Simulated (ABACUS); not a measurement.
BN:

```
N B
1.0
    -1.81300    0.00000    1.81300
     0.00000    1.81300    1.81300
    -1.81300    1.81300    0.00000
N B
1 1
Direct
  0.75000 0.75000 0.75000
  0.00000 0.00000 0.00000
```

The cell is a database's computed one.

Base run:

```yaml
Program: ABACUS 3.10.1
Functional: M06-L
Potentials_or_basis: SG15 ONCV 1.2 PBE
Cutoff: 1320 eV
Density_cutoff: 5279 eV
Basis: plane waves
k_mesh: 8 × 8 × 8
Occupations: fermi-dirac, width 0.05 eV
Spin: no spin polarisation
```

Its results: band gap on the k mesh 4.82 eV, indirect (least direct gap 9.29 eV); pressure -5.3 GPa.

Problem. The run is repeated on the same cell with these changes: functional from M06-L to TM; radial cutoff of the potentials (pseudo_rcut) from 10 bohr to 7 bohr. What comes out?

Solution. Band gap on the k mesh 4.55 eV, indirect (least direct gap 9.01 eV); pressure -5.0 GPa.

Caveats: the potentials were made for another functional, which shifts forces and pressure.

A k mesh can miss the band edges.

Not every run made on this cell is shown here.
